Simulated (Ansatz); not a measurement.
# ZnO2: a relaxation, part 2 of 2

The task: find the equilibrium cell of ZnO2.

Ansatz 0.2.0; DFT PBEsol, scalar-relativistic, plane waves, PAW. The steps go on from the part before.

### 4 Full relaxation

Contents of input.yaml:

```yaml
crystal:
  lattice:
    - [4.8700060964, 0.0, 0.0]
    - [0.0, 4.8700060964, 0.0]
    - [0.0, 0.0, 4.8700060964]
  atoms:
    - { symbol: Zn, position: [0.0, 0.5, 0.5] }
    - { symbol: Zn, position: [0.5, 0.5, 0.0] }
    - { symbol: Zn, position: [0.5, 0.0, 0.5] }
    - { symbol: Zn, position: [0.0, 0.0, 0.0] }
    - { symbol: O, position: [0.4124254093, 0.0875745907, 0.9124254093] }
    - { symbol: O, position: [0.0875745907, 0.9124254093, 0.4124254093] }
    - { symbol: O, position: [0.9124254093, 0.4124254093, 0.0875745907] }
    - { symbol: O, position: [0.5875745907, 0.5875745907, 0.5875745907] }
    - { symbol: O, position: [0.4124254093, 0.4124254093, 0.4124254093] }
    - { symbol: O, position: [0.0875745907, 0.5875745907, 0.9124254093] }
    - { symbol: O, position: [0.9124254093, 0.0875745907, 0.5875745907] }
    - { symbol: O, position: [0.5875745907, 0.9124254093, 0.0875745907] }
basis:
  ecutwfc: 420
kpoints:
  mp_grid: { grid: [6, 6, 6] }
hamiltonian:
  xc: pbesol
scf:
  occupations: { method: gaussian, width: 0.02 }
output:
  forces: true
  stress: true
  eigenvalues: true
  write_density: true
  write_potential: true
  elf: true
  volumetric_format: npy
relax:
  adjacent_minimum: "off"
  f_tol: 0.005
  max_steps: 80
  cell: { stress_tol: 0.05 }
```

Command:

```sh
$ ansatz run input.yaml --threads 2 --pin off --max-ram 5120MiB --backend cpu --events-out ev --progress --plain --runs-dir out
```

What it wrote:

```text
Warning: RAYON_NUM_THREADS=2 ignored (pool sized by the plan → 2); use --threads N
Engine: ansatz 0.2.0, aarch64-unknown-linux-gnu
Pseudopotentials: kind: paw
Pseudopotential: Zn, paw, valence charge 12, recommended cutoff 420 eV (normal), Zn.paw.azcp
Pseudopotential: O, paw, valence charge 6, recommended cutoff 420 eV (normal), O.paw.azcp
Functional definition: PBEsol
  exchange = pbesol_x
  correlation = pbesol_c
Crystal: 12 atoms, lattice volume = 115.502 Å³
Basis set: ecut = 420 eV, 2301 PW (Γ), exchange–correlation on 72×72×72 points (8 copies of the dense FFT grid, shifted against one another)
Bands: 60, of which v1, the nominal top of the filled ones, is band 48 counted from 1 (47 counted from 0)
Symmetry: 24 space group operations
Space group: Pa-3 (ITA 205), of the structure as read, at distance tolerance 4.9e-5 Å
k-points: 24 of 216
Non-local potential: Zn, projectors of the file, l = 0: 2, l = 1: 2, l = 2: 3, l = 3: 1
Non-local potential: O, projectors of the file, l = 0: 2, l = 1: 2, l = 2: 1
PAW form: soft (Blöchl's): semilocal exchange-correlation on the pseudo side does not see the compensation charge
PAW frozen core: Zn, regenerated for the run's functional, and the local potential with it (the file was generated under x = pbe(κ = 0.804, μ = 0.2195149727645171), c = pbe(β = 0.06672455060314922))
PAW frozen core: O, regenerated for the run's functional, and the local potential with it (the file was generated under x = pbe(κ = 0.804, μ = 0.2195149727645171), c = pbe(β = 0.06672455060314922))
PAW one-centre angular grid: Zn, 590 points (default); XC on 64 Gauss nodes
PAW one-centre angular grid: O, 110 points (default); XC on 64 Gauss nodes
Initial density: superposition of atomic densities (neutral atoms: chi_scale 0, normalization atom), corrected by the library's trained network
Initial wavefunctions: pseudopotential atomic-orbital guess
Functional: x = pbesol(κ = 0.804, μ = 0.12345679012345678), c = pbesol(β = 0.046)
SCF iter   1: F=—  HF=-17599.558578 eV  |F-HF|=—  |Δ(HF+E_count)|=         —  Δρ=1.80e-2  dr2=2.98e-1  ethr=1.77e-3  ⟨swp⟩=6.7  Hψ=5582  notcnv=0  defer=7
preconditioner: auto → Resta (q_TF=auto, 2.645 Å⁻¹)  ε∞=7.4  [insulator: Δε(μ)=2.162 eV  Ē_g=13.405 eV  σ=0.020 eV  W_gap=1.00  n_scr=32 (ndim 8)  ℏωp=33.9 eV  f_vac=0.003  D(μ)=0.00/eV (n_scr^D=0)  ε∞_Penn≈7.4]
SCF iter   2: F=—  HF=-17599.483093 eV  |F-HF|=—  |Δ(HF+E_count)|=   7.55e-2  Δρ=6.48e-3  dr2=4.96e-2  ethr=3.10e-4  ⟨swp⟩=2.9  Hψ=2789  notcnv=0  defer=155
SCF iter   3: F=—  HF=-17599.470033 eV  |F-HF|=—  |Δ(HF+E_count)|=   1.31e-2  Δρ=1.45e-3  dr2=1.48e-3  ethr=5.17e-5  ⟨swp⟩=2.2  Hψ=2401  notcnv=0  defer=155
SCF iter   4: F=—  HF=-17599.469935 eV  |F-HF|=—  |Δ(HF+E_count)|=   9.86e-5  Δρ=2.08e-4  dr2=3.81e-5  ethr=1.54e-6  ⟨swp⟩=2.6  Hψ=2403  notcnv=0  defer=155
SCF iter   5: F=—  HF=-17599.469930 eV  |F-HF|=—  |Δ(HF+E_count)|=   4.58e-6  Δρ=1.70e-4  dr2=1.72e-5  ethr=3.96e-8  ⟨swp⟩=2.0  Hψ=2328  notcnv=0  defer=155
SCF iter   6: F=—  HF=-17599.469928 eV  |F-HF|=—  |Δ(HF+E_count)|=   2.32e-6  Δρ=5.07e-5  dr2=1.85e-6  ethr=1.79e-8  ⟨swp⟩=2.0  Hψ=2002  notcnv=0  defer=155
SCF iter   7: F=-17599.469928 eV  HF=-17599.469928 eV  |F-HF|=3.74e-8  |Δ(HF+E_count)|=   6.34e-7  Δρ=8.98e-6  dr2=8.26e-8  ethr=1.04e-10  ⟨swp⟩=11.7  Hψ=10659  notcnv=0
SCF 1 converged in 7 iterations: F = -17599.469928 eV  dr2 = 8.26e-8
relax step   1: F+E_penalty+E_count = -17599.46992849 eV  Δ(F+E_penalty+E_count) = +0.000e0 eV  max|allowed force component| = 1.488e-2 eV/Å  Δτ_max = 0.0000 Å  P = -0.165 GPa  Ω = 115.502 Å³  (7 SCF iters, dr2 threshold 1.00e-7 eV, accepted)
Crystal: 12 atoms, lattice volume = 115.452 Å³
Initial density: handed on by an earlier stage of this run
Initial wavefunctions: those handed on with the density
iter 1 solved again at ethr=8.87e-9 eV; its pass at ethr=3.10e-3 eV (dr2=8.52e-6 eV) is discarded
SCF iter   1: F=—  HF=-17599.470354 eV  |F-HF|=—  |Δ(HF+E_count)|=         —  Δρ=1.23e-4  dr2=7.89e-6  ethr=8.87e-9  ⟨swp⟩=2.8  Hψ=4984  notcnv=0
preconditioner: auto → Resta (q_TF=auto, 2.646 Å⁻¹)  ε∞=7.4  [insulator: Δε(μ)=2.227 eV  Ē_g=13.382 eV  σ=0.020 eV  W_gap=1.00  n_scr=32 (ndim 8)  ℏωp=33.9 eV  f_vac=0.000  D(μ)=0.00/eV (n_scr^D=0)  ε∞_Penn≈7.4]
SCF iter   2: F=—  HF=-17599.470355 eV  |F-HF|=—  |Δ(HF+E_count)|=   9.64e-7  Δρ=5.70e-5  dr2=1.64e-6  ethr=8.22e-9  ⟨swp⟩=3.0  Hψ=2773  notcnv=0
SCF iter   3: F=—  HF=-17599.470354 eV  |F-HF|=—  |Δ(HF+E_count)|=   4.36e-7  Δρ=2.07e-5  dr2=3.88e-7  ethr=1.71e-9  ⟨swp⟩=2.1  Hψ=2373  notcnv=0
iter 4 did not close the SCF: its close was put off for the readings that it lacked (scf_convergence_deferred on its scf_iter line)
SCF iter   4: F=-17599.470354 eV  HF=-17599.470354 eV  |F-HF|=5.64e-9  |Δ(HF+E_count)|=   1.52e-7  Δρ=7.78e-6  dr2=4.09e-8  ethr=4.04e-10  ⟨swp⟩=2.0  Hψ=2308  notcnv=0
iter 5 did not close the SCF: its close was put off for the readings that it lacked (scf_convergence_deferred on its scf_iter line)
SCF iter   5: F=-17599.470354 eV  HF=-17599.470354 eV  |F-HF|=6.62e-10  |Δ(HF+E_count)|=   4.44e-9  Δρ=1.92e-6  dr2=1.92e-9  ethr=4.26e-11  ⟨swp⟩=2.1  Hψ=2317  notcnv=0
SCF iter   6: F=-17599.470354 eV  HF=-17599.470354 eV  |F-HF|=3.64e-11  |Δ(HF+E_count)|=  7.82e-10  Δρ=1.67e-7  dr2=1.78e-11  ethr=2.00e-12  ⟨swp⟩=4.1  Hψ=7355  notcnv=0
SCF 2 converged in 6 iterations: F = -17599.470354 eV  dr2 = 1.78e-11
relax step   2: F+E_penalty+E_count = -17599.47035406 eV  Δ(F+E_penalty+E_count) = -4.256e-4 eV  max|allowed force component| = 8.690e-3 eV/Å  Δτ_max = 0.0002 Å  P = -0.074 GPa  Ω = 115.452 Å³  energy of the carried Pulay correction = +3.593e-4 eV  (6 SCF iters, accepted)
Crystal: 12 atoms, lattice volume = 115.415 Å³
iter 1 solved again at ethr=1.09e-8 eV; its pass at ethr=3.10e-3 eV (dr2=1.04e-5 eV) is discarded
SCF iter   1: F=—  HF=-17599.470640 eV  |F-HF|=—  |Δ(HF+E_count)|=         —  Δρ=1.63e-4  dr2=9.92e-6  ethr=1.09e-8  ⟨swp⟩=2.1  Hψ=4202  notcnv=0
preconditioner: auto → Resta (q_TF=auto, 2.646 Å⁻¹)  ε∞=7.4  [insulator: Δε(μ)=2.231 eV  Ē_g=13.387 eV  σ=0.020 eV  W_gap=1.00  n_scr=32 (ndim 8)  ℏωp=33.9 eV  f_vac=0.000  D(μ)=0.00/eV (n_scr^D=0)  ε∞_Penn≈7.4]
SCF iter   2: F=—  HF=-17599.470641 eV  |F-HF|=—  |Δ(HF+E_count)|=   1.20e-6  Δρ=7.66e-5  dr2=1.94e-6  ethr=1.03e-8  ⟨swp⟩=2.1  Hψ=2616  notcnv=0
SCF iter   3: F=—  HF=-17599.470641 eV  |F-HF|=—  |Δ(HF+E_count)|=   3.16e-7  Δρ=2.28e-5  dr2=3.76e-7  ethr=2.02e-9  ⟨swp⟩=2.1  Hψ=2539  notcnv=0
SCF iter   4: F=—  HF=-17599.470640 eV  |F-HF|=—  |Δ(HF+E_count)|=   1.47e-7  Δρ=8.54e-6  dr2=4.47e-8  ethr=3.92e-10  ⟨swp⟩=2.0  Hψ=2317  notcnv=0
iter 5 did not close the SCF: its close was put off for the readings that it lacked (scf_convergence_deferred on its scf_iter line)
SCF iter   5: F=-17599.470640 eV  HF=-17599.470640 eV  |F-HF|=1.12e-9  |Δ(HF+E_count)|=   2.67e-9  Δρ=2.14e-6  dr2=2.50e-9  ethr=4.66e-11  ⟨swp⟩=2.2  Hψ=2274  notcnv=0
SCF iter   6: F=-17599.470640 eV  HF=-17599.470640 eV  |F-HF|=3.64e-11  |Δ(HF+E_count)|=   1.30e-9  Δρ=1.92e-7  dr2=2.81e-11  ethr=2.60e-12  ⟨swp⟩=4.0  Hψ=7406  notcnv=0
SCF 3 converged in 6 iterations: F = -17599.470640 eV  dr2 = 2.81e-11
relax step   3: F+E_penalty+E_count = -17599.47064042 eV  Δ(F+E_penalty+E_count) = -2.864e-4 eV  max|allowed force component| = 3.927e-4 eV/Å  Δτ_max = 0.0003 Å  P = +0.003 GPa  Ω = 115.415 Å³  energy of the carried Pulay correction = +6.202e-4 eV  (6 SCF iters, accepted)
Initial wavefunctions: pseudopotential atomic-orbital guess (no wavefunctions were taken with the density)
iter 1 solved again at ethr=1.27e-7 eV; its pass at ethr=3.10e-3 eV (dr2=1.22e-4 eV) is discarded
SCF iter   1: F=—  HF=-17599.470362 eV  |F-HF|=—  |Δ(HF+E_count)|=         —  Δρ=3.59e-6  dr2=2.12e-9  ethr=1.27e-7  ⟨swp⟩=3.1  Hψ=9300  notcnv=0
eigensolver tolerance schedule: the retry pair's looser diagonalisation over-reported the residual by 57730.52 of it (diagonalisation noise at an unbounded share of the residual, at the tolerance the schedule requests for it); recorded, not acted on — ethr = c·dr2/N_el stays at c = 1.0e-1
preconditioner: auto → Resta (q_TF=auto, 2.646 Å⁻¹)  ε∞=7.4  [insulator: Δε(μ)=2.230 eV  Ē_g=13.387 eV  σ=0.020 eV  W_gap=1.00  n_scr=32 (ndim 8)  ℏωp=33.9 eV  f_vac=0.000  D(μ)=0.00/eV (n_scr^D=0)  ε∞_Penn≈7.4]
SCF iter   2: F=—  HF=-17599.470367 eV  |F-HF|=—  |Δ(HF+E_count)|=   4.38e-6  Δρ=2.15e-6  dr2=8.85e-10  ethr=2.21e-12  ⟨swp⟩=3.2  Hψ=3622  notcnv=0
SCF iter   3: F=—  HF=-17599.470367 eV  |F-HF|=—  |Δ(HF+E_count)|=  8.80e-10  Δρ=6.46e-7  dr2=2.70e-10  ethr=1.00e-12  ⟨swp⟩=2.0  Hψ=2592  notcnv=0
iter 4 did not close the SCF: its close was put off for the readings that it lacked (scf_convergence_deferred on its scf_iter line)
SCF iter   4: F=-17599.470367 eV  HF=-17599.470367 eV  |F-HF|=7.28e-12  |Δ(HF+E_count)|=  6.55e-11  Δρ=1.89e-7  dr2=2.30e-11  ethr=1.00e-12  ⟨swp⟩=1.0  Hψ=1440  notcnv=0
iter 5 did not close the SCF: its close was put off for the readings that it lacked (scf_convergence_deferred on its scf_iter line)
SCF iter   5: F=-17599.470367 eV  HF=-17599.470367 eV  |F-HF|=7.28e-12  |Δ(HF+E_count)|=    0.00e0  Δρ=8.08e-8  dr2=4.44e-12  ethr=1.00e-12  ⟨swp⟩=1.0  Hψ=1440  notcnv=0
iter 6 did not close the SCF: its close was put off for the readings that it lacked (scf_convergence_deferred on its scf_iter line)
SCF iter   6: F=-17599.470367 eV  HF=-17599.470367 eV  |F-HF|=1.09e-11  |Δ(HF+E_count)|=    0.00e0  Δρ=2.50e-8  dr2=2.86e-13  ethr=1.00e-12  ⟨swp⟩=1.0  Hψ=1440  notcnv=0
iter 7 did not close the SCF: its close was put off for the readings that it lacked (scf_convergence_deferred on its scf_iter line)
SCF iter   7: F=-17599.470367 eV  HF=-17599.470367 eV  |F-HF|=7.28e-12  |Δ(HF+E_count)|=  3.64e-12  Δρ=7.22e-9  dr2=1.92e-14  ethr=1.00e-12  ⟨swp⟩=1.0  Hψ=1440  notcnv=0
SCF iter   8: F=-17599.470367 eV  HF=-17599.470367 eV  |F-HF|=3.64e-12  |Δ(HF+E_count)|=  7.28e-12  Δρ=1.81e-9  dr2=2.89e-15  ethr=1.00e-12  ⟨swp⟩=2.6  Hψ=4196  notcnv=0
SCF 4 converged in 8 iterations: F = -17599.470367 eV  dr2 = 2.89e-15
relax step   4: F+E_penalty+E_count = -17599.47036684 eV  Δ(F+E_penalty+E_count) = +2.736e-4 eV  max|allowed force component| = 3.917e-4 eV/Å  Δτ_max = 0.0000 Å  P = -0.004 GPa  Ω = 115.415 Å³  stress off target by 4.49e-3 GPa  SCF on the basis re-selected at this cell (its energy is not comparable with the rows above)  (8 SCF iters)
basis re-selected at this cell: Δ(F+E_penalty+E_count) = +2.736e-4 eV, ΔP = -0.008 GPa vs the last step (what re-selecting the basis moved, of the pressure what is left beyond the Pulay correction that the steps carried, after the strain that the cell walked since its last selection, with what the two solves' SCF thresholds leave and, on support functions, any second-order correction that the steps lacked; it is no measure of the basis error at this ecutwfc). This SCF's stress stands 4.49e-3 GPa from its target on what of the cell is left free (relax.cell.stress_tol is 5.00e-2 GPa) and its largest allowed force component is 3.92e-4 eV/Å (relax.f_tol is 5.00e-3 eV/Å): within both
SCF converged after 8 iterations
Free energy (F): -17599.470367 eV
Harris-Foulkes:  -17599.470367 eV  (|F-HF|=3.64e-12)
Internal energy: -17599.470367 eV  (E = F + TS)
E sigma→0 (E₀):  -17599.470367 eV
Fermi energy:    10.029484 eV
--- Per-component energies (eV) ---
  E_band       = 157.606245
  E_kinetic    = 1910.640416
  E_local      = -8545.490625  (includes V_loc(G=0)·N_el)
  E_nonlocal   = 2879.629402
  E_hartree    = 3382.848602
  E_xc         = -1115.580785
  E_vxc        = -945.536111  (∫ρ·V_xc dr)
  E_paw        = -8403.212073  (= ΣΔE_a)
  E_vpaw       = -1907.351537  (= ΣTr[D̂ρ^β])
  E_aug_tail   = 0.017499  (compensation charges beyond the density's cutoff)
  E_ewald      = -7711.794525
  E_core_change = 3.471723  (= ΣΔE_core)
  E_smearing   = -0.000000  (= −TS)
  E_closure    = 0.000000  (closes the sum)
  Σ components = -17599.470367   (vs F -17599.470367, Δ=0.00e0)
--- Forces (eV/Å), atoms counted from 1 ---
  atom   1  Zn     0.00000000     0.00000000    -0.00000000
  atom   2  Zn    -0.00000000     0.00000000     0.00000000
  atom   3  Zn    -0.00000000     0.00000000    -0.00000000
  atom   4  Zn     0.00000000     0.00000000     0.00000000
  atom   5  O      0.00039167    -0.00039167     0.00039167
  atom   6  O     -0.00039167     0.00039167     0.00039167
  atom   7  O      0.00039167     0.00039167    -0.00039167
  atom   8  O     -0.00039167    -0.00039167    -0.00039167
  atom   9  O      0.00039167     0.00039167     0.00039167
  atom  10  O     -0.00039167    -0.00039167     0.00039167
  atom  11  O      0.00039167    -0.00039167    -0.00039167
  atom  12  O     -0.00039167     0.00039167    -0.00039167
  max |Σ_I F_I| component: 9.27e-18 eV/Å
--- Stress (GPa, compression-positive) ---
       -0.004493      -0.000000       0.000000
       -0.000000      -0.004493       0.000000
        0.000000       0.000000      -0.004493
  P = ⅓ Tr σ = -0.0045 GPa (-0.045 kbar)
--- Band table (eV; the first three rows and the last of 24) ---
  k-point 0: bands = ["-13.7846", "-13.0089", "-13.0089", "-13.0089", "-7.1203", "-7.1203", "-7.1203", "-6.7031", "1.0120", "1.0120", "1.0120", "1.0366", "2.0703", "2.0703", "2.0703", "2.7861", "2.7861", "2.7861", "2.8761", "2.8761", "2.9863", "2.9863", "3.5225", "3.5225", "3.5225", "3.5686", "3.5686", "3.5686", "3.7280", "3.7280", "3.7413", "3.7413", "3.7413", "3.7689", "4.0105", "4.0105", "4.0105", "4.0397", "4.0397", "4.0397", "5.6816", "5.6816", "5.6816", "8.6149", "8.6149", "8.6149", "8.9146", "8.9146", "11.8336", "12.1889", "12.1889", "12.1889", "12.3605", "15.9567", "15.9567", "15.9567", "18.9809", "18.9809", "18.9809", "20.0781"]
  k-point 1: bands = ["-13.7328", "-13.0601", "-13.0020", "-13.0019", "-7.1326", "-7.1271", "-7.1112", "-6.7528", "0.9146", "0.9485", "0.9836", "1.0326", "1.9547", "2.0210", "2.1302", "2.4747", "2.7582", "2.7685", "2.8118", "2.8955", "2.9534", "3.0615", "3.2763", "3.4162", "3.5385", "3.5529", "3.5607", "3.7123", "3.7349", "3.7371", "3.7403", "3.7755", "3.7819", "3.8012", "4.0063", "4.0239", "4.1639", "4.2804", "4.3426", "4.5203", "5.6427", "5.8946", "5.9097", "8.4680", "8.4894", "8.6123", "8.6163", "8.8843", "11.3640", "12.0885", "12.1729", "12.3570", "12.8694", "15.7429", "15.8752", "15.9339", "18.9443", "18.9770", "18.9798", "19.0553"]
  k-point 2: bands = ["-13.5908", "-13.2012", "-12.9881", "-12.9880", "-7.1529", "-7.1436", "-7.0743", "-6.8707", "0.7055", "0.7539", "0.9428", "1.0405", "1.8533", "2.0351", "2.1331", "2.2507", "2.6204", "2.6942", "2.7282", "2.9052", "2.9535", "3.1752", "3.2067", "3.2135", "3.5317", "3.5525", "3.5707", "3.6586", "3.7391", "3.7398", "3.7639", "3.8146", "3.9048", "3.9340", "4.0279", "4.0927", "4.3478", "4.4073", "4.8578", "5.3270", "5.6836", "6.5271", "6.5735", "7.7958", "8.0403", "8.1011", "8.6381", "8.8020", "11.1818", "11.7951", "12.1576", "12.3066", "13.6889", "15.1721", "15.7252", "15.8387", "18.3857", "18.9075", "18.9910", "19.0883"]
  k-point 23: bands = ["-13.1306", "-13.1306", "-13.1306", "-13.1306", "-7.2867", "-7.2867", "-7.2867", "-7.2867", "0.9328", "0.9328", "0.9328", "0.9328", "1.8005", "1.8005", "1.8005", "1.8005", "1.9866", "1.9866", "1.9866", "1.9866", "3.6079", "3.6079", "3.6079", "3.6079", "3.6574", "3.6574", "3.6574", "3.6574", "3.7437", "3.7437", "3.7437", "3.7437", "4.7779", "4.7779", "4.7779", "4.7779", "6.2701", "6.2701", "6.2701", "6.2701", "6.5670", "6.5670", "6.5670", "6.5670", "6.7552", "6.7552", "6.7552", "6.7552", "12.4650", "12.4650", "12.4650", "12.4650", "15.5054", "15.5054", "15.5054", "15.5054", "15.8671", "15.8671", "15.8671", "15.8671"]
--- Relaxed structure (3 steps of the walk, 3 accepted, 1 SCFs on fresh bases) ---
  F+E_penalty+E_count = -17599.47036684 eV   max|allowed force component| = 3.917e-4 eV/Å   (the final SCF, on the basis selected at the relaxed cell)
  cell:  # Å, volume = 115.4154 Å³
    - [4.868792672916794, -4.81482486096809e-34, 0.0]
    - [-4.81482486096809e-34, 4.868792672916794, 0.0]
    - [0.0, 0.0, 4.868792672916794]
  atoms:
    - { symbol: Zn, position: [2.550951610152295e-21, 0.5, 0.5] }
    - { symbol: Zn, position: [0.5, 0.5, 1.6233328428241872e-21] }
    - { symbol: Zn, position: [0.5, 1.8552375346562116e-21, 0.5] }
    - { symbol: Zn, position: [2.5509516101522964e-21, 1.855237534656212e-21, 1.6233328428241872e-21] }
    - { symbol: O, position: [0.41247923964484134, 0.08752076035515863, 0.9124792396448413] }
    - { symbol: O, position: [0.08752076035515863, 0.9124792396448413, 0.41247923964484134] }
    - { symbol: O, position: [0.9124792396448413, 0.41247923964484134, 0.08752076035515863] }
    - { symbol: O, position: [0.5875207603551585, 0.5875207603551585, 0.5875207603551585] }
    - { symbol: O, position: [0.41247923964484134, 0.41247923964484134, 0.41247923964484134] }
    - { symbol: O, position: [0.08752076035515863, 0.5875207603551585, 0.9124792396448413] }
    - { symbol: O, position: [0.9124792396448413, 0.08752076035515863, 0.5875207603551585] }
    - { symbol: O, position: [0.5875207603551585, 0.9124792396448413, 0.08752076035515863] }
```

Wall time 28 s (2 threads of Arm Neoverse V1, shared host); peak memory 0.48 GiB.

Relaxation path:

```
step  energy from step 1 (eV/cell)  largest force component (eV/Å)  pressure (GPa)  volume (Å³)
   1                        0.0000                          0.0149           -0.17       115.50
   2                       -0.0004                          0.0087           -0.07       115.45
   3                       -0.0007                          0.0004            0.00       115.42
   4                       -0.0004                          0.0004            0.00       115.42
```

Step 1 is the start. Step 4 repeats the geometry before it on a plane-wave basis chosen anew for that cell, so its energy need not be comparable with the rows above.

|  | before | after | change |
| --- | --- | --- | --- |
| a (Å) | 4.870 | 4.869 | 0.0 % |
| b (Å) | 4.870 | 4.869 | 0.0 % |
| c (Å) | 4.870 | 4.869 | 0.0 % |
| volume (Å³/atom) | 9.63 | 9.62 | -0.1 % |
| shortest distance (Å) | 1.477 | 1.476 | -0.1 % |
| space group (0.01 Å) | Pa-3 | Pa-3 | same |

The run keeps the 24 symmetry operations of the start, so it could not have lowered the symmetry.

Density in a lattice plane of the grid's cell (edges 4.87 and 4.87 Å, at 0.000 of the third edge), which holds Zn.

Ten even steps from '0' (0.08 e/Å³) to '9' (46.38 e/Å³):
```
531000000000000000000013
100000000000000000000000
000000000000000000000000
000000000000000000000000
000000000000000000000000
000000000000000000000000
000000000000000000000000
000000000000000000000000
000000000013431000000000
000000000025852000000000
000000000013431000000000
000000000000000000000000
000000000000000000000000
000000000000000000000000
000000000000000000000000
000000000000000000000000
000000000000000000000000
100000000000000000000000
531000000000000000000013
961000000000000000000016
```
Columns run along the first of these edges and rows up along the second, over one cell in 24 and 20 even steps from the bottom left corner. Atoms in the plane (fractional): Zn at (0.50, 0.50), Zn at (0.00, 0.00).

ELF in the same plane.

Ten even steps from ' ' (0.00) to '@' (0.87):
```
      ....::++@@@@%%######**++++++==::......    
      ....::**@@@@@@%%####++--::::..........    
..........::**@@@@@@@@@@%%++--..        ........
..........::==##@@@@@@@@%%++::..      ....::....
==::..      ::==******++==::..      ::==******++
%%++::        ..::::::::..........::==##@@@@@@@@
%%**::..        ..................::**@@@@@@@@@@
##++::::............          ....::##@@@@@@%%##
##**==++++==::......          ....::**@@@@%%####
####**##%%##==....              ....==##%%##**##
######%%@@@@**::....          ......::==++++==**
####%%@@@@@@##::....          ............::::++
%%@@@@@@@@@@**::..................        ..::**
%%@@@@@@@@##==::..........::::::::..        ::++
==++******==::      ..::==++******==::      ..::
......::....      ..::++%%@@@@@@@@##==::........
..........        ..--++%%@@@@@@@@@@**::........
      ..........::::--++####%%@@@@@@**::....    
      ......::==++++++**######%%@@@@++::....    
        ....==##%%%%##########%%%%##==....      
```
Columns run along the first of these edges and rows up along the second, over one cell in 24 and 20 even steps from the bottom left corner. Atoms in the plane (fractional): Zn at (0.50, 0.50), Zn at (0.00, 0.00).

Both are smooth fields of the valence electrons: close to the nuclei they are not physical.

Maxima of ELF outside the ion cores: 0.89 in the shell around O, 0.6 Å from O; 0.89 on the O–Zn line, 0.7 Å from O; 0.88 beside O, off the lines to its neighbours, 0.6 Å from O.

### 5 Outcome

The summary covers parts 1 to 2. Changes of volume or cell count from the first structure of part 1.

| quantity | value |
| --- | --- |
| relaxed cell | a = 4.869 Å, b = 4.869 Å, c = 4.869 Å, α = 90.00°, β = 90.00°, γ = 90.00° |
| space group (0.01 Å) | Pa-3 (No. 205) |
| volume | 9.62 Å³/atom |
| formation energy (elements from runs with the same settings, not shown) | -0.80 eV/atom |
| gap on the mesh | 2.23 eV |

What this shows: The cell shrank by 5.3 % in volume on relaxing.

The gaps are Kohn-Sham values of a semilocal functional, not quasiparticle or optical gaps. Such gaps usually fall short of the measured ones.
